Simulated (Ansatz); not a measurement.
TiO2 (space group I4_1/amd) relaxed with several functionals in Ansatz (plane waves to 420 eV, scalar-relativistic PAW, no spin-orbit coupling, symmetry kept). The database cell has 11.71 Å³/atom; its temperature or method isn't stated, so the comparison with it is no error of the functional. No moments.

| functional | conventional cell | V (Å³/atom) | against the database cell (%) | gap on mesh (eV) | largest moment (μB) |
| --- | --- | --- | --- | --- | --- |
| PBE | a = 3.799 Å, b = 3.799 Å, c = 9.699 Å, α = 90.00°, β = 90.00°, γ = 90.00° | 11.67 | -0.4 | 2.16 | 0.00 |
| PBEsol | a = 3.770 Å, b = 3.770 Å, c = 9.554 Å, α = 90.00°, β = 90.00°, γ = 90.00° | 11.31 | -3.4 | 2.15 | 0.00 |
| PBE+D3(BJ) | a = 3.787 Å, b = 3.787 Å, c = 9.574 Å, α = 90.00°, β = 90.00°, γ = 90.00° | 11.44 | -2.3 | 2.15 | 0.00 |